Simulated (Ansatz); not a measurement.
**Pd: single point with PBE**

The system is Pd.

```xyz
2
Lattice="2.7837 0.0000 0.0000 -1.3918 2.4107 0.0000 0.0000 0.0000 4.6289" Properties=species:S:1:pos:R:3 pbc="T T T"
Pd    0.0000    1.6071    1.1572
Pd    1.3918    0.8036    3.4717
```

This isn't the form of Pd at room conditions, which is fcc.

| Quantity | Value |
| --- | --- |
| Program | Ansatz 0.2.0 |
| Task | single point |
| Functional | PBE |
| Potentials or basis | Ansatz PAW |
| Cutoff | 420 eV (not typed: the program's choice for these potentials) |
| k mesh | 11 × 11 × 6 |
| Occupations | gaussian, width 0.028 eV |
| Spin | no spin polarisation |

```yaml
Pressure: -1.6 GPa
Band_gap_on_the_k_mesh: none (metal or under the smearing width)
```

Stress tensor (GPa, compression positive):
```
-1.78  0.00  0.00
 0.00 -1.78  0.00
 0.00  0.00 -1.14
```

Levels at points of the mesh, in eV from the Fermi level:
| k point | band 14 | band 15 | band 16 | band 17 | band 18 | band 19 | band 20 | band 21 | band 22 |
| --- | --- | --- | --- | --- | --- | --- | --- | --- | --- |
| (0.00, 0.00, 0.00) | -2.20 | -2.20 | -1.55 | -1.55 | -0.22 | -0.22 | 0.98 | 6.65 | 16.94 |
| (0.00, 0.00, -0.50) | -2.57 | -2.57 | -2.57 | -0.65 | -0.65 | -0.65 | -0.65 | 13.68 | 13.68 |

Wall time 0.85 s on 2 threads of Arm Neoverse V2, on a shared host, peak memory 0.3 GiB.
